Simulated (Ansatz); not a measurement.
GaP:

```
Ga P
1.0
     1.94302    1.12180    6.43081
    -1.94302    1.12180    6.43081
     0.00000   -2.24360    6.43081
Ga P
2 2
Direct
  0.56463 0.56463 0.56463
  0.43537 0.43537 0.43537
  0.94261 0.94261 0.94261
  0.05739 0.05739 0.05739
```

Measurements of this composition are mostly on another form, of space group No. 216.

Base run:

```yaml
Program: Ansatz 0.2.0
Functional: HSE06
Potentials_or_basis: Ansatz PAW
Cutoff: "420 eV (not typed: the program's choice for these potentials)"
k_mesh: 6 × 6 × 6
Occupations: fermi-dirac, width 0.05 eV
Spin: no spin polarisation
```

Its results: band gap on the k mesh 1.46 eV, indirect (least direct gap 1.90 eV); pressure -1.8 GPa; largest force 0.061 eV/Å.

Question: The run is repeated on the same cell with these changes: functional from HSE06 to PBE0. What comes out?

Answer: Band gap on the k mesh 2.11 eV, indirect (least direct gap 2.55 eV); pressure -2.0 GPa; largest force 0.069 eV/Å.

Caveats: the PAW data sets come from PBE, with cores solved anew for the run's functional, which leaves a small shift of forces and pressure; the thresholds are loose for stress.
